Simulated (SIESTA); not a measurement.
CdTe:

```xyz
2
Lattice="0.0000 3.2050 3.2050 3.2050 0.0000 3.2050 3.2050 3.2050 0.0000" Properties=species:S:1:pos:R:3 pbc="T T T"
Te    4.8075    4.8075    4.8075
Cd    0.0000    0.0000    0.0000
```

| Property | Result |
| --- | --- |
| Program | SIESTA 5.4.2 |
| Task | single point |
| Functional | PBE |
| Potentials or basis | PseudoDojo 0.4 standard (PBE files) |
| Basis | DZP (energy shift 0.002 Ry) |
| Grid cutoff | 800 Ry |
| Energy shift | 0.002 Ry |
| k mesh | 7 × 7 × 7 |
| Occupations | fermi-dirac, width 0.05 eV |
| Spin | no spin polarisation |

On this cell: pressure 4.7 GPa; largest force zero by symmetry; band gap on the k mesh 1.21 eV, direct.

The same run follows on a disturbed copy (atoms moved at random, drawn with an rms of 0.05 Å):

```
Te Cd
1.0
     0.00000    3.20500    3.20500
     3.20500    0.00000    3.20500
     3.20500    3.20500    0.00000
Te Cd
1 1
Direct
  0.74301 0.74107 0.75106
  0.00495 0.00178 0.99239
```

Q: What does the disturbed cell give?

A: The energy moves by +8.0 meV/atom; pressure 4.8 GPa; largest force 0.453 eV/Å; band gap on the k mesh 1.15 eV, direct.

Forces on the atoms (eV/Å):
```
Te   0.027  0.059  0.448
Cd  -0.027 -0.059 -0.448
```

Stress tensor (GPa, compression positive):
```
 4.82 -1.70 -0.23
-1.70  4.82 -0.12
-0.23 -0.12  4.68
```

Caveats: semicore shells carry a single zeta, which can move pressures by several GPa and volumes by a few percent; spin-orbit coupling is left out, which moves the levels of the heavy elements; the basis of atomic orbitals isn't converged, which shifts pressures, moduli and gaps.

